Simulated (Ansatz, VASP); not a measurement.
## CoSi in VASP and in Ansatz

Contents of INCAR:

```
SYSTEM = CoSi
ALGO = Normal
EDIFF = 1E-6
ENCUT = 520
GGA = PS
ISIF = 2
ISMEAR = -1
ISPIN = 2
LASPH = .True.
LCHARG = .False.
LMAXMIX = 4
LORBIT = 11
LREAL = .False.
LWAVE = .False.
MAGMOM = 2 0
NBANDS = 18
NELM = 150
PREC = Accurate
SIGMA = 0.05
```

Contents of KPOINTS:

```
k-points
0
Gamma
  10 10 10
  0 0 0
```

POSCAR

```
CoSi
1.0
    2.7437437974      0.0000000000      0.0000000000
    0.0000000000      2.7437437974      0.0000000000
    0.0000000000      0.0000000000      2.7437437974
Co Si
1 1
Direct
    0.0000000000      0.0000000000      0.0000000000
    0.5000000000      0.5000000000      0.5000000000
```

The input input.yaml:

```yaml
crystal:
  lattice:
    - [2.7437437974, 0.0, 0.0]
    - [0.0, 2.7437437974, 0.0]
    - [0.0, 0.0, 2.7437437974]
  atoms:
    - { symbol: Co, position: [0.0, 0.0, 0.0], spin: 2.0 }
    - { symbol: Si, position: [0.5, 0.5, 0.5] }
kpoints:
  mp_grid: { grid: [10, 10, 10] }
scf:
  occupations: { method: fermi_dirac, width: 0.05 }
hamiltonian:
  xc: pbesol
  pseudopotentials: { kind: all_electron, lapw: { basis_error: 0.001 } }
magnetization:
  spin_polarized: true
output:
  forces: true
  stress: true
  eigenvalues: true
```

Change from the starting cell: volume scaled by 0.96.

Alike in both runs: task single point; functional PBEsol; k mesh 10 × 10 × 10; occupations fermi-dirac, width 0.05 eV; collinear spin.

|  | VASP | Ansatz |
| --- | --- | --- |
| version | VASP 6.6.1 | Ansatz 0.2.0 |
| potentials or method | VASP PAW PBE potentials, release 64 (Co, Si) | all-electron LAPW, scalar-relativistic |
| plane-wave cutoff (eV) | 520 | see its input |

Ansatz gave:

* gap on the k mesh at the Fermi level (eV): none
* pressure (GPa): 2.6
* net moment per atom (μB): 0.25
* size of the moment on the site where the two differ most (μB): 0.51

Question: What did VASP give for the same quantities?

Answer: gap on the k mesh at the Fermi level (eV): none; pressure (GPa): 2.7; net moment per atom (μB): 0.24; size of the moment on the site where the two differ most (μB): 0.48.

Site moments also hang on the region over which each program counts them. A gap of «none» marks a metal or a gap that the smearing closes. Ansatz ran all-electron here, so the differences hold the error of VASP's frozen core and of both bases.

Caveats: the PAW data sets were made with another functional, which shifts forces and pressure a little (VASP).
